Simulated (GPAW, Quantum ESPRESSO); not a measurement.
Consider P (P2/m).

```xyz
2
Lattice="2.4247 0.0000 0.0000 0.0000 2.4385 0.0000 -0.0203 0.0000 4.8524" Properties=species:S:1:pos:R:3 pbc="T T T"
P    -0.0152    0.0000    3.6365
P     2.4196    0.0000    1.2159
```

Absorber: atom 1, with 3 P at 2.42 Å and 3 P at 2.43 Å (octahedral, site symmetry m). Method: Quantum ESPRESSO XSpectra, LDA, excited-electron core hole (neutral cell), 10-atom cell with 5.4 Å between holes, 6×6×6 k points, dipole transitions, Lorentzian half width 0.3 eV up to 4 eV, rising linearly to 2.5 eV at 25 eV.

This is not the structure that P takes at ambient pressure and room temperature (space group No. 64); it is a model or a phase of other conditions.

**Question.** What does the P K edge look like?

Main maxima up to 24 eV above the zero (height): 1.6 eV (1.39), 3.2 eV (1.74), 4.6 eV (1.67) and 15.9 eV (0.77). A K edge sees empty p states on the absorber. The total-energy difference is 2147.52 eV. One term is added: -15.84 eV, since the hole is spin-paired here and a spin-polarised one costs that much less in the free atom (computed apart). The photon energy is then 2131.68 eV. The functional leaves an error in such absolute values: in the free atom LDA prices this hole 8.5 eV below PBE (computed apart), and PBE is itself good to a few eV.

The P K spectrum (energy from the energy zero of the input (xe0, at the border of filled and empty states); intensity scaled to a mean of 1 over the first 20 eV; the points at xe0, where the cut of filled states can leave a spike, are interpolated; polarised curves are means over the symmetry-equivalent atoms):

```
E (eV)  isotropic  ε ∥ x  ε ∥ y  ε ∥ z
  -2.0       0.06   0.06   0.06   0.06
  -1.0       0.11   0.11   0.10   0.11
   0.0       0.51   0.50   0.46   0.57
   1.0       1.12   1.06   1.14   1.15
   2.0       1.32   1.33   1.35   1.29
   3.0       1.68   1.73   1.69   1.62
   4.0       1.56   1.51   1.54   1.64
   5.0       1.64   1.60   1.62   1.70
   6.0       1.46   1.48   1.40   1.48
   7.0       1.38   1.42   1.38   1.33
   8.0       1.03   1.06   1.00   1.03
   9.0       0.79   0.79   0.77   0.83
  10.0       0.64   0.63   0.63   0.65
  11.0       0.62   0.62   0.63   0.62
  12.0       0.66   0.66   0.67   0.66
  13.0       0.73   0.73   0.73   0.72
  14.0       0.76   0.75   0.76   0.76
  15.0       0.77   0.76   0.76   0.77
  16.0       0.77   0.77   0.77   0.77
  17.0       0.76   0.77   0.76   0.76
  18.0       0.76   0.76   0.76   0.76
  19.0       0.77   0.77   0.76   0.76
  20.0       0.77   0.77   0.76   0.77
  21.0       0.75   0.76   0.75   0.76
  22.0       0.73   0.73   0.72   0.73
  23.0       0.69   0.69   0.69   0.69
  24.0       0.65   0.66   0.65   0.66
  25.0       0.63   0.63   0.63   0.63
  26.0       0.62   0.62   0.62   0.62
  27.0       0.62   0.62   0.62   0.61
  28.0       0.61   0.61   0.61   0.61
  29.0       0.60   0.60   0.60   0.59
  30.0       0.58   0.58   0.58   0.58
  31.0       0.58   0.57   0.58   0.57
  32.0       0.59   0.59   0.60   0.59
```

The unit cell's mesh shows no gap over 0.35 eV. That is right for a metallic compound; for a small-gap or correlated insulator it would be the fault of the functional or of the assumed magnetic order, and the hole would be screened too well. The holes are only 5.4 Å apart, so the shape is probably not converged with cell size; no larger cell was run here. Lifetime broadening is put in by hand, and intensities beyond about 20 eV depend on it and on the partial waves; weight that the partial waves miss at high energy is lost. The structure is a computed Materials Project entry and may be a hypothetical form.

[Banner, clock and machine lines of the logs are left out without a mark of their own.]

[Logs are printed without paths, hosts, clocks, repeated set-up lines and the standing remarks that a program may print on its own settings, such as how far it seeks lower states.]

[Hosts, paths, dates, database ids (printed as entryN), source tags and the programs' standing remarks are cut or masked in the printed files.]

[Lists of maxima count a maximum above −3 eV only where it reaches 4 % of the highest in the window and stands out from its surroundings by 2 % of it (1.5 % where it reaches 55 %); shoulders and weaker maxima are passed over, and of the rest the first, up to two pre-edge ones and the few strongest are named.]
